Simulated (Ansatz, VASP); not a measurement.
**One calculation of InAs, two programs**

INCAR

```
SYSTEM = InAs
ALGO = Normal ; EDIFF = 1E-6
ENCUT = 520 ; GGA = CA
ISIF = 2 ; ISMEAR = -1
LASPH = .TRUE. ; LCHARG = .FALSE.
LREAL = .FALSE. ; LWAVE = .FALSE.
NBANDS = 16 ; NELM = 100
PREC = Accurate ; SIGMA = 0.05
```

File KPOINTS:

```
k-points
0
G
  8 8 8
  0 0 0
```

Contents of POSCAR:

```
InAs
1.0
    0.0000000000      2.9977443561      2.9977443561
    2.9977443561      0.0000000000      2.9977443561
    2.9977443561      2.9977443561      0.0000000000
In As
1 1
Direct
    0.0000000000      0.0000000000      0.0000000000
    0.7500000000      0.7500000000      0.7500000000
```

Contents of input.yaml:

```yaml
crystal:
  lattice:
    - [0.0, 2.9977443561, 2.9977443561]
    - [2.9977443561, 0.0, 2.9977443561]
    - [2.9977443561, 2.9977443561, 0.0]
  atoms:
    - { symbol: In, position: [0.0, 0.0, 0.0] }
    - { symbol: As, position: [0.75, 0.75, 0.75] }
kpoints:
  mp_grid: { grid: [8, 8, 8] }
scf:
  occupations: { method: fermi_dirac, width: 0.05 }
hamiltonian:
  xc: lda
  pseudopotentials: { kind: all_electron, lapw: { basis_error: 0.001 } }
output:
  forces: true
  stress: true
  eigenvalues: true
```

Change from the starting cell: volume scaled by 0.98.

Alike in both runs: task single point; functional LDA; k mesh 8 × 8 × 8; occupations fermi-dirac, width 0.05 eV; no spin polarisation.

```csv
,VASP,Ansatz
version,VASP 6.6.1,Ansatz 0.2.0
potentials or method,"VASP PAW LDA potentials, release 64 (In_d, As)","all-electron LAPW, scalar-relativistic"
plane-wave cutoff (eV),520,see its input
```

Ansatz gave:

```
gap on the k mesh at the Fermi level (eV) : none
pressure (GPa)                            : 1.0
```

Problem. What did VASP give for the same quantities?

Solution. gap on the k mesh at the Fermi level (eV): none; pressure (GPa): 1.1.

A gap of «none» marks a metal or a gap that the smearing closes. Ansatz ran all-electron here, so the differences hold the error of VASP's frozen core and of both bases.
